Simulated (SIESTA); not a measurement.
# NiO2: density of states with PBEsol+U

Crystal: NiO2.

```xyz
3
Lattice="1.4021 0.8095 6.9743 -1.4021 0.8095 6.9743 0.0000 -1.6190 6.9743" Properties=species:S:1:pos:R:3 pbc="T T T"
Ni    0.0000    0.0000    0.0000
O     0.0000    0.0000    7.9254
O     0.0000    0.0000   12.9975
```

The cell comes from a database or a generator and needn't be the stable form of this composition.

- Program: SIESTA 5.4.2
- Task: density of states
- Functional: PBEsol
- Potentials or basis: PseudoDojo 0.4 standard (PBEsol files)
- Basis: DZP (energy shift 0.003 Ry; two zetas on semicore shells)
- Grid cutoff: 800 Ry
- Energy shift: 0.003 Ry
- k mesh: 8 × 8 × 8
- Occupations: fermi-dirac, width 0.05 eV
- Spin: collinear spin, ferromagnetic start
- Starting moments: [1.0, 0.0, 0.0] μB
- Hubbard terms: Ni d U = 4 eV
- Hubbard projector method: 1
- U from the first cycle: yes
- broadening (eV): 0.1 eV
- window from (eV): -25 eV
- window to (eV): 10 eV
- energy points: 201
- k mesh for the DOS: 12 × 12 × 12

```yaml
Pressure: -2.5 GPa
Largest_force: 0.120 eV/Å
Band_gap_on_the_k_mesh: 1.80 eV, indirect (least direct gap 1.85 eV)
Net_moment: 0.00 μB per cell
```

Forces on the atoms (eV/Å):
```
Ni   0.000  0.000  0.000
O    0.000  0.000 -0.120
O    0.000  0.000  0.120
```

Stress tensor (GPa, compression positive):
```
-3.35  0.00  0.00
 0.00 -3.35  0.00
 0.00  0.00 -0.76
```

States per cell in windows of 1 eV (zero at the valence-band top; states under -8 eV left out):
```
from (eV)    up  down  O_p_up  O_p_down  Ni_d_up  Ni_d_down  Ni_p_down  Ni_p_up
     -8.0  0.00  0.00    0.00      0.00     0.00       0.00       0.00     0.00
     -7.0  0.16  0.16    0.09      0.09     0.06       0.06       0.00     0.00
     -6.0  1.18  1.18    0.55      0.55     0.55       0.55       0.05     0.05
     -5.0  1.18  1.18    0.57      0.57     0.54       0.54       0.04     0.04
     -4.0  2.04  2.04    0.87      0.87     1.08       1.08       0.03     0.03
     -3.0  1.02  1.02    0.31      0.30     0.69       0.69       0.01     0.01
     -2.0  1.25  1.25    0.62      0.62     0.57       0.57       0.02     0.02
     -1.0  2.08  2.08    1.45      1.45     0.58       0.58       0.04     0.04
      0.0  0.12  0.12    0.11      0.11     0.01       0.01       0.00     0.00
      1.0  0.34  0.34    0.16      0.16     0.17       0.17       0.01     0.01
      2.0  1.64  1.64    0.87      0.87     0.74       0.74       0.01     0.01
      3.0  0.01  0.01    0.00      0.00     0.00       0.00       0.00     0.00
      4.0  0.00  0.00    0.00      0.00     0.00       0.00       0.00     0.00
      5.0  0.00  0.00    0.00      0.00     0.00       0.00       0.00     0.00
      6.0  0.00  0.00    0.00      0.00     0.00       0.00       0.00     0.00
      7.0  0.00  0.00    0.00      0.00     0.00       0.00       0.00     0.00
```

Run time: 7.7 min on 1 thread of Arm Neoverse V1 (shared host), peak memory 1.1 GiB.

Caveat: short orbitals over semicore shells can move pressures by several GPa; the basis of atomic orbitals isn't converged, which shifts pressures, moduli and gaps. A k mesh can miss the band edges.
